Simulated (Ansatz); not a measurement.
**Molybdenum, omega (AlB2-type) under RPBE: from relaxation to bulk modulus**

Aim: take molybdenum in the omega (AlB2-type) structure, relax it, solve it on a dense k-mesh, then scale the cell to 7 volumes from 88 to 112 % of the relaxed one and try a fit of the equation of state. Spin polarisation is left out. The k-meshes are 8×8×11 for the relaxation; 10×10×16 for the dense run; 9×9×14 for the volumes.

Method: DFT RPBE, plane waves (420 eV) with PAW, scalar-relativistic; PBE-made PAW files, in Ansatz 0.2.0.

### Step 1. The structure to begin with

It takes space group P6/mmm (No. 191, hexagonal). The conventional cell has a = 4.449 Å, b = 4.449 Å, c = 2.728 Å, α = 90.00°, β = 90.00°, γ = 120.00°. Mo (site symmetry 6/mmm) has 14 Mo at 2.73 to 2.91 Å as nearest neighbours. Mo (site symmetry -6m2) has 11 Mo at 2.57 to 2.91 Å as nearest neighbours.

As a file:

```cif
data_structure
_symmetry_space_group_name_H-M 'P6/mmm'
_symmetry_Int_Tables_number 191
_cell_length_a 4.4494
_cell_length_b 4.4494
_cell_length_c 2.7275
_cell_angle_alpha 90.000
_cell_angle_beta 90.000
_cell_angle_gamma 120.000
_cell_volume 46.76
loop_
_atom_site_label
_atom_site_type_symbol
_atom_site_symmetry_multiplicity
_atom_site_Wyckoff_symbol
_atom_site_fract_x
_atom_site_fract_y
_atom_site_fract_z
_atom_site_occupancy
Mo1 Mo 1 a 0.00000 0.00000 0.00000 1
Mo2 Mo 2 d 0.33333 0.66667 0.50000 1
```

### Step 2. Relaxation of the cell

Contents of input.yaml:

```yaml
crystal:
  lattice:
    - [4.4494349246, 0.0, 0.0]
    - [-2.2247174623, 3.8533236772, 0.0]
    - [0.0, 0.0, 2.7275036088]
  atoms:
    - { symbol: Mo, position: [0.0, 0.0, 0.0] }
    - { symbol: Mo, position: [0.3333333333, 0.6666666667, 0.5] }
    - { symbol: Mo, position: [0.6666666667, 0.3333333333, 0.5] }
hamiltonian:
  xc: rpbe
  pseudopotentials:
    kind: paw
    azcp:
      Mo: "pseudopotentials/Mo.paw.azcp"
basis:
  ecutwfc: 420
  fft_grid_basis: typed
kpoints:
  mp_grid: { grid: [8, 8, 11], shift: [0, 0, 0] }
magnetization:
  spin_polarized: false
scf:
  occupations: { method: fermi_dirac, width: 0.1 }
relax:
  max_steps: 60
  f_tol: 0.01
  cell: {}
```

Command:

```console
ansatz run input.yaml --threads 2 --pin off --max-ram 5120MiB --backend cpu --events-out ev --progress --plain --runs-dir out
```

Further steps of the session: Dense single point; At 88 % of the relaxed volume; At 92 % of the relaxed volume; At 96 % of the relaxed volume; At 100 % of the relaxed volume; At 104 % of the relaxed volume; At 108 % of the relaxed volume; At 112 % of the relaxed volume.

**Question.** What will these runs give? Wanted: space group; conventional cell; volume; shortest distance; gap on the mesh; relative to bcc; V₀, B₀, B₀′.

As calculated:

| quantity | value |
| --- | --- |
| space group (spins left aside) | P6/mmm (No. 191) |
| conventional cell | a = 4.691 Å, c = 2.575 Å (c/a = 0.549) |
| volume | 16.357 Å³/atom |
| shortest distance | 2.575 Å |
| gap on the mesh | none (levels filled in part) |
| relative to bcc | +400 meV/atom |
| V₀, B₀, B₀′ | 16.345 Å³/atom, 227 GPa, 4.2 |

The relaxation enlarged the cell by 4.9 % in volume. Against the reference form of molybdenum (bcc, computed apart with the same settings) it stands 400 meV/atom higher. Levels at the Fermi energy are filled in part, as in a metal. B₀ comes out at 227 GPa; letting shape and positions relax at each volume could only lower it. Relaxation kept the symmetry; phonons were not checked.
